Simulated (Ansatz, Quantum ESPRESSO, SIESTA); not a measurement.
Sr: programs and potentials compared

```xyz
1
Lattice="0.0000 3.0423 3.0423 3.0423 0.0000 3.0423 3.0423 3.0423 0.0000" Properties=species:S:1:pos:R:3 pbc="T T T"
Sr    0.0000    0.0000    0.0000
```

Alike in all runs: task band structure; functional LDA; k mesh 8 × 8 × 8; occupations fermi-dirac, width 0.05 eV; no spin polarisation; no spin-orbit coupling. LDA stands for any of its common fits. Pressure is positive in compression and, in plane waves, holds the error of the finite cutoff.

```json
{"program and potentials": "Quantum ESPRESSO, SG15 PBE 1.2", "plane-wave cutoff (eV)": "925", "notes": "potentials made for PBE", "pressure (GPa)": "-1.58"}
{"program and potentials": "SIESTA, files PseudoDojo sr-lda-0.4.1-standard, DZP (energy shift 0.003 Ry; two zetas on semicore shells; d shell added on Sr)", "plane-wave cutoff (eV)": "-", "notes": "atomic basis", "pressure (GPa)": "-1.63"}
{"program and potentials": "Ansatz, all-electron LAPW, scalar-relativistic", "plane-wave cutoff (eV)": "-", "notes": "-", "pressure (GPa)": "-1.61"}
{"program and potentials": "Quantum ESPRESSO, PseudoDojo 0.4.1 SR LDA standard", "plane-wave cutoff (eV)": "925", "notes": "-", "pressure (GPa)": "-1.61"}
```

The pressure spans -1.63 (SIESTA, files PseudoDojo sr-lda-0.4.1-standard, DZP (energy shift 0.003 Ry; two zetas on semicore shells; d shell added on Sr)) to -1.58 GPa (Quantum ESPRESSO, SG15 PBE 1.2), with all-electron results at -1.61. Rows in atomic bases carry the error of their basis and grid, which can be large.

The functional is the same throughout but for its coding, so the spread measures potentials, basis and numerics; runs on potential files found faulty are left out.
